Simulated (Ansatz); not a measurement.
Crystal: HfC.

```xyz
4
Lattice="3.3429 0.0000 0.0000 -1.6714 2.8950 0.0000 0.0000 0.0000 5.2027" Properties=species:S:1:pos:R:3 pbc="T T T"
Hf    0.0000    1.9300    1.3007
Hf    1.6714    0.9650    3.9020
C     0.0000    0.0000    2.6014
C     0.0000    0.0000    0.0000
```

The cell comes from a database or a generator and needn't be the stable form of this composition.

Base run:

| Item | Value |
| --- | --- |
| Program | Ansatz 0.2.0 |
| Functional | r2SCAN |
| Potentials or basis | Ansatz PAW |
| Cutoff | 500 eV (not typed: the program's choice for these potentials) |
| k mesh | 9 × 9 × 5 |
| Occupations | fermi-dirac, width 0.05 eV |
| Spin | no spin polarisation |
| Hubbard terms | Hf d U = 3 eV |

Its results: band gap on the k mesh none (metal or under the smearing width); pressure 1.6 GPa.

Q: The run is repeated on the same cell with these changes: hubbard terms from Hf d U = 3 eV to Hf d U = 2 eV. What comes out?

A: Band gap on the k mesh none (metal or under the smearing width); pressure 0.1 GPa.

Caveats: spin-orbit coupling is left out, which moves the levels of the heavy elements; U without spin polarisation on a metal has little footing; the PAW data sets come from PBE, with cores solved anew for the run's functional, which leaves a small shift of forces and pressure; the U is typed as a test and isn't derived for this compound.
